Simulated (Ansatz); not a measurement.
# Property card for HfO2

Method: DFT r2SCAN, scalar-relativistic, plane waves, PAW (Ansatz 0.2.0).

Settings: cutoff 500 eV, Γ-centred mesh 6×6×6 on the computed 12-atom cell, Gaussian smearing of 0.02 eV; no spin polarisation.

The structure is relaxed at this level of theory with its symmetry kept. This form isn't the usual stable structure of the compound.

Symmetry: Pca2_1, No. 29, orthorhombic system. Conventional cell: a = 5.247 Å, b = 5.031 Å, c = 5.059 Å, α = 90.00°, β = 90.00°, γ = 90.00°. Hf (site symmetry 1) has 7 O at 2.03 to 2.24 Å as nearest neighbours. O (site symmetry 1) has 3 Hf at 2.03 to 2.14 Å as nearest neighbours. O (site symmetry 1) has 4 Hf at 2.12 to 2.24 Å as nearest neighbours.

| Item | Value |
| --- | --- |
| Volume per atom | 11.13 Å³ |
| Formation energy from the elements' standard states (uncorrected) | -3.782 eV/atom |
| Generalised Kohn–Sham band gap | 4.94 eV, indirect from Γ to (0.266, -0.500, 0.359) |
| Löwdin character of the top 1 eV of the valence band | O 2p 93 % |
| Löwdin character of the lowest 1 eV of the conduction band | Hf 5d 86 %, O 2p 9 % |
| Electron masses at the edge by Cartesian direction of the standard setting (m_e; degenerate bands sorted by energy; no spin-orbit coupling) | x: 1.7; y: 4.8; z: 1.4 |
| Hole masses at the edge by Cartesian direction of the standard setting (m_e; degenerate bands sorted by energy; no spin-orbit coupling) | x: 1.0; y: 22; z: 2.0 |

Spin-orbit coupling is left out, which matters for the bands of heavy elements.

Cost: 3 runs of about 9.3 core-minutes in all, on AMD EPYC 9R45 (Zen 5) (shared hosts).